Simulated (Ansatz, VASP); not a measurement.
# One calculation of HfO2, two programs

```
CELL_PARAMETERS angstrom
0.00000 2.94112 2.55750
2.55750 0.00000 2.55750
2.55750 2.94112 0.00000
ATOMIC_POSITIONS crystal
Hf 0.00000 0.00000 0.00000
O 0.25000 0.25000 0.25000
O 0.75000 0.75000 0.75000
```

Change from the starting cell: strain +0.1500 x Voigt [0, 1, 0, 0, 0, 0], atoms carried along.

Alike in both runs: task single point; functional PBE; k mesh 8 × 8 × 8; occupations gaussian, width 0.05 eV; no spin polarisation.

|  | VASP | Ansatz |
| --- | --- | --- |
| version | VASP 6.6.1 | Ansatz 0.2.0 |
| potentials or method | VASP PAW PBE potentials, release 64 (Hf_pv, O) | scalar-relativistic, plane waves, PAW |
| plane-wave cutoff (eV) | 520 | 420 |
| valence electrons in the cell | 22 | 38 |

```csv
,VASP,Ansatz,Ansatz less VASP
gap on the k mesh at the Fermi level (eV),1.58,1.60,+0.020
least direct gap on the mesh (eV),2.06,2.09,+0.023
pressure (GPa),-28.3,-26.1,+2.22
largest component of the traceless stress (GPa),36.55,36.19,-0.367
```

The functional is the same, so the differences come from potentials, cutoffs and numerics. The two sets of potentials don't hold the same shells in valence.

Caveats: so large a pressure means that the cell lies far from this level's equilibrium, or that cutoff or potentials fall short (VASP); spin-orbit coupling is left out, which moves the levels of the heavy elements. A k mesh can miss the band edges.
